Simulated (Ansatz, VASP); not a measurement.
Ni in VASP and in Ansatz

Contents of INCAR:

```
ALGO = Normal
EDIFF = 1E-6
ENCUT = 520
GGA = RP
ISIF = 2
ISMEAR = -1
LASPH = T
LCHARG = F
LREAL = F
LWAVE = F
NBANDS = 17
NELM = 60
PREC = Accurate
SIGMA = 0.1
```

The input KPOINTS:

```
k-points
0
Gamma
  16 16 9
```

The input POSCAR:

```
Ni
1.0
    2.4727340508      0.0000000000      0.0000000000
   -1.2363670254      2.1414505048      0.0000000000
    0.0000000000      0.0000000000      4.0646867471
Ni
2
Direct
    0.3333333333      0.6666666667      0.2500000000
    0.6666666667      0.3333333333      0.7500000000
```

Input for Ansatz:

```yaml
crystal:
  lattice:
    - [2.4727340508, 0.0, 0.0]
    - [-1.2363670254, 2.1414505048, 0.0]
    - [0.0, 0.0, 4.0646867471]
  atoms:
    - { symbol: Ni, position: [0.3333333333, 0.6666666667, 0.25] }
    - { symbol: Ni, position: [0.6666666667, 0.3333333333, 0.75] }
hamiltonian:
  xc: rpbe
  pseudopotentials:
    kind: paw
    azcp:
      Ni: "pseudopotentials/Ni.paw.azcp"
basis:
  ecutwfc: 420
  fft_grid_basis: typed
kpoints:
  mp_grid: { grid: [16, 16, 9], shift: [0, 0, 0] }
magnetization:
  spin_polarized: false
scf:
  occupations: { method: fermi_dirac, width: 0.1 }
  lower_state_search: "off"
output:
  stress: true
```

Alike in both runs: task single point; functional RPBE; k mesh 16 × 16 × 9; occupations fermi-dirac, width 0.1 eV; no spin polarisation.

|  | VASP | Ansatz |
| --- | --- | --- |
| version | VASP 6.6.1 | Ansatz 0.2.0 |
| potentials or method | VASP PAW PBE potentials, release 64 (Ni) | plane waves (420 eV) with PAW, scalar-relativistic |
| plane-wave cutoff (eV) | 520 | 420 |
| valence electrons in the cell | 20 | 36 |

VASP gave:

```
pressure (GPa)                                  : 8.4
largest component of the traceless stress (GPa) : 0.05
```

Task: What did Ansatz give for the same quantities?

Result: Pressure (GPa): 8.1; largest component of the traceless stress (GPa): 0.00.

The two sets of potentials don't hold the same shells in valence.

Caveats: the PAW data sets were made with another functional, which shifts forces and pressure a little (VASP); the run has no spin polarisation, though such a crystal can be magnetic. Spin polarisation is off, so any magnetic state and its effect on volume and gap are missing.
